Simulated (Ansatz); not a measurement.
**Ga: strain and displacement**

```
CELL_PARAMETERS angstrom
-1.40400 1.40400 2.22900
1.40400 -1.40400 2.22900
1.40400 1.40400 -2.22900
ATOMIC_POSITIONS crystal
Ga 0.00000 0.00000 0.00000
```

The conventional cell has a = 2.808 Å, b = 2.808 Å, c = 4.458 Å, α = 90.00°, β = 90.00°, γ = 90.00°. Ga (atom 1) is surrounded by 12 Ga at 2.81 to 2.99 Å.

The cell is COD entry 9012723, as deposited and not checked against the literature; nothing was relaxed.

The calculation used DFT, PBEsol, PAW with Ansatz's default frozen-core files, scalar-relativistic (Ansatz 0.2.0).

The runs use a Γ-centred 16×16×16 k mesh, Fermi–Dirac smearing of 0.03 eV, cutoff 420 eV, no spin polarisation; the PAW files were made with PBE, and the program remakes their frozen cores for this functional.

The unchanged cell is at 0.61 GPa.

In a metal, stresses and small energies carry noise from the k mesh.

x, y and z are the Cartesian axes of the cell as listed; fractional coordinates follow a strain, and an engineering shear is twice the off-diagonal strain component.

Task: One change gave: energy change +0.7 meV/atom; stress change (xx, yy, zz, yz, xz, xy) -0.02, -0.02, -0.04, 0.40, 0.40, 0.43 GPa, compression positive. Which change was it?
A. equal xy, yz and zx engineering shear strains of +1 %
B. equal xy, yz and zx engineering shear strains of -1 %
C. equal xy, yz and zx engineering shear strains of -2 %
D. equal xy, yz and zx engineering shear strains of +2 %

Result: B. For equal xy, yz and zx engineering shear strains of -2 %: energy change +2.3 meV/atom; stress change (xx, yy, zz, yz, xz, xy) -0.21, -0.21, 0.40, 0.29, 0.29, 0.81 GPa, compression positive. For equal xy, yz and zx engineering shear strains of +1 %: energy change +0.8 meV/atom; stress change (xx, yy, zz, yz, xz, xy) -0.04, -0.04, 0.03, -0.36, -0.36, -0.44 GPa, compression positive. For equal xy, yz and zx engineering shear strains of +2 %: energy change +2.2 meV/atom; stress change (xx, yy, zz, yz, xz, xy) -0.18, -0.18, 0.37, -0.40, -0.40, -0.70 GPa, compression positive.
